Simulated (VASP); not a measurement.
An input for Ansatz (written as the equivalent of a VASP run, and not itself run):

Ansatz 0.2 input:
```yaml
crystal:
  lattice:
    - [0.0000000, 2.4441320, 2.4441320]
    - [2.4441320, 0.0000000, 2.4441320]
    - [2.4441320, 2.4441320, 0.0000000]
  atoms:
    - { symbol: In, position: [0.0000000, 0.0000000, 0.0000000] }
    - { symbol: N, position: [0.2500000, 0.2500000, 0.2500000] }
kpoints:
  mp_grid: { grid: [15, 15, 15] }
hamiltonian:
  xc: pbe
  pseudopotentials: { kind: paw }
scf:
  occupations: { method: fermi_dirac, width: 0.1 }
  max_iter: 100
output: { forces: true, stress: true, eigenvalues: true }
```

Q: Write the VASP files for the same calculation (PBE).

A: One answer among several that fit: 
**KPOINTS**
```
Automatic mesh
0
Gamma
15 15 15
0 0 0
```

File POSCAR:
```
InN
3.4565250
  0.0000000000   0.7071067040   0.7071067040
  0.7071067040   0.0000000000   0.7071067040
  0.7071067040   0.7071067040   0.0000000000
In N
1 1
Cartesian
  0.0000000000   0.0000000000   0.0000000000
  0.3535533520   0.3535533520   0.3535533520
```

### INCAR
```
! general
SYSTEM =InN
PREC   =Accurate
ENCUT  =400   ! plane-wave cut-off (eV)
LREAL  =.FALSE.   ! projection in real space or not
LASPH  =.TRUE.

! electronic loop
EDIFF  =1E-6   ! SCF stop (eV)
NELM   =100
ALGO   =Normal   ! blocked Davidson
LMAXMIX=4

! smearing
ISMEAR =-1   ! Fermi-Dirac
SIGMA  =0.1   ! width (eV)

! functional
GGA    =PE

! ions
ISIF   =2

! output
LWAVE  =.FALSE.
LCHARG =.FALSE.
```

POTCAR, in this order: In_d N (PBE.64 set). Program: vasp_std.

The two are equivalent in intent, not identical: each code has its own PAW files, so the cut-off isn't converted (ENCUT is set for VASP's; basis.ecutwfc is left out, and Ansatz then takes the one that its files recommend); Ansatz stops its SCF on the density residual and VASP on the energy change (EDIFF).

The structure comes from a computed database's InN entry; how it stands against other phases isn't given here. The cell was not relaxed at this level.
